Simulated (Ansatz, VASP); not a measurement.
## ZnS in VASP and in Ansatz

```
Zn S
1.0
     3.81100    0.00000    0.00000
    -1.90550    3.30042    0.00000
     0.00000    0.00000    6.23400
Zn S
2 2
Direct
  0.33333 0.66667 0.00000
  0.66667 0.33333 0.50000
  0.33333 0.66667 0.38500
  0.66667 0.33333 0.88500
```

Alike in both runs: task relaxation of cell and atoms; functional PBE; k mesh 6 × 6 × 4; occupations gaussian, width 0.1 eV; no spin polarisation.

|  | VASP | Ansatz |
| --- | --- | --- |
| version | VASP 6.6.1 | Ansatz 0.2.0 |
| potentials or method | VASP PAW PBE potentials, release 64 (Zn, S) | scalar-relativistic, plane waves, PAW |
| plane-wave cutoff (eV) | 600 | 420 |
| valence electrons in the cell | 36 | 36 |

```csv
,VASP,Ansatz,Ansatz less VASP
"gap on the k mesh at the Fermi level, each at its own relaxed structure (eV)",2.08,2.07,-0.007
relaxed volume (Å³/atom),20.22,20.21,-0.004
relaxed cell length with the largest relative difference (Å),6.302,6.314,+0.0116
energy change over the relaxation (meV/atom),-10,-9,+0.7
```

Ansatz warned: «structure_snapped_to_symmetry».

PBE gaps usually lie below the measured ones, often by a third to a half. Zero-point motion and thermal expansion aren't in these numbers. PBE usually gives volumes a little too large and moduli too small.
